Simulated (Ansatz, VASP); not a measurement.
Two plane-wave programs on SiC

The input POSCAR:

```
SiC
1.0
    0.0000000000      2.1236913609      2.2325986101
    2.1236913609      0.0000000000      2.2325986101
    2.1236913609      2.1236913609      0.0000000000
Si C
1 1
Direct
    0.0000000000      0.0000000000      0.0000000000
    0.7500000000      0.7500000000      0.7500000000
```

File INCAR.step1:

```
  PREC = Accurate
  ENCUT = 520
  ISMEAR = 0
  SIGMA = 0.05
  LREAL = False
  LASPH = True
  NELM = 80
  NBANDS = 11
  GGA = PE
  ALGO = Normal
  EDIFF = 1E-4
  LWAVE = True
  LCHARG = False
```

The input INCAR.step2:

```
  PREC = Accurate
  ENCUT = 520
  EDIFF = 1E-6
  ISMEAR = 0
  SIGMA = 0.05
  LREAL = False
  LASPH = True
  NELM = 80
  ALGO = Normal
  ISIF = 2
  LWAVE = False
  LCHARG = False
  METAGGA = R2SCAN
  LMIXTAU = True
  NBANDS = 11
  ISTART = 1
```

Contents of KPOINTS:

```
regular mesh
0
Gamma
  10 10 10
```

Input for Ansatz:

```yaml
crystal:
  lattice:
    - [0.0, 2.1236913609, 2.2325986101]
    - [2.1236913609, 0.0, 2.2325986101]
    - [2.1236913609, 2.1236913609, 0.0]
  atoms:
    - { symbol: Si, position: [0.0, 0.0, 0.0] }
    - { symbol: C, position: [0.75, 0.75, 0.75] }
basis:
  ecutwfc: 500
kpoints:
  mp_grid: { grid: [10, 10, 10] }
hamiltonian:
  xc: r2scan
scf:
  occupations: { method: gaussian, width: 0.05 }
output:
  forces: true
  stress: true
  eigenvalues: true
```

Change from the starting cell: strain -0.025 along x and y, +0.025 along z, atoms carried along.

Alike in both runs: task single point; functional r2SCAN; k mesh 10 × 10 × 10; occupations gaussian, width 0.05 eV; no spin polarisation.

|  | VASP | Ansatz |
| --- | --- | --- |
| version | VASP 6.6.1 | Ansatz 0.2.0 |
| potentials or method | VASP PAW PBE potentials, release 64 (Si, C) | scalar-relativistic, plane waves, PAW |
| plane-wave cutoff (eV) | 520 | 500 |
| valence electrons in the cell | 8 | 8 |

Ansatz gave:

| Property | Result |
| --- | --- |
| gap on the k mesh at the Fermi level (eV) | 1.42 |
| least direct gap on the mesh (eV) | 5.03 |
| pressure (GPa) | 6.0 |
| largest component of the traceless stress (GPa) | 10.40 |

Which values does VASP return?

gap on the k mesh at the Fermi level (eV): 1.43; least direct gap on the mesh (eV): 5.04; pressure (GPa): 5.8; largest component of the traceless stress (GPa): 10.44.

Caveats: the PAW data sets were made with another functional, which shifts forces and pressure a little (VASP). A k mesh can miss the band edges.
